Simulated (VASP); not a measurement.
Runs of VASP 6.6.1 on ZrB. Symmetry: Fm-3m, No. 225, cubic system. Conventional cell: a = 4.650 Å, b = 4.650 Å, c = 4.650 Å, α = 90.00°, β = 90.00°, γ = 90.00°. Zr (site symmetry m-3m) is surrounded by 6 B at 2.33 Å. B (site symmetry m-3m) is surrounded by 6 Zr at 2.33 Å. 

```csv
task,cell,k mesh,cutoff (eV),gap on the mesh (eV),pressure (GPa),relaxed volume (Å³/atom)
relaxation of cell and atoms,relaxed,8 × 8 × 8,600,none,-0.2,14.78
single point,"Fm-3m, 14.73 Å³/atom",8 × 8 × 8,520,none,(a),-
relaxation of cell and atoms,relaxed,14 × 14 × 14,600,none,0.0,14.76
single point,"Fm-3m, 14.74 Å³/atom",14 × 14 × 14,520,none,0.1,-
```

Alike in all rows: level PBE; potentials or basis VASP PAW PBE potentials, release 64 (Zr_sv, B); no spin polarisation; smearing gaussian 0.1 eV.

Question: Fill in the values left out.

Answer: (a) 0.3.

Caveats: the volume moved by over 15 % at a fixed basis, so the end points are rough (some runs); the volume moved by +18 % from the deposited cell, more than functionals usually miss (some runs).

A k mesh can miss the band edges, and the runs leave out spin-orbit coupling on Zr.

A gap of «none» marks a metal or a gap under the smearing width.
